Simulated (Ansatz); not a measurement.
CsCl (CsCl type), relaxed and computed with several functionals in Ansatz (plane waves, PAW).

```
functional  a (Å)  gap (eV)  B₀ by P(V) fit (GPa)
----------  -----  --------  --------------------
HSE06       4.175      6.41                  15.5
LDA         3.969      4.99                  24.8
r²SCAN      4.140      5.91                  18.3
PBE         4.206      5.01                  14.4
PBEsol      4.069      5.23                  18.5
```

All cells were relaxed under the symmetry of their starts (and spin orders); stability against distortions was not tested throughout. Scalar-relativistic: spin–orbit coupling is off unless named, which matters more the heavier the elements.

Potentials: the earlier of the program's two PAW sets. The files were generated under PBE; for other functionals the program regenerates the frozen cores, and for LDA and PBEsol the local potential too.

Ansatz (a first-principles code) is a plane-wave DFT program.
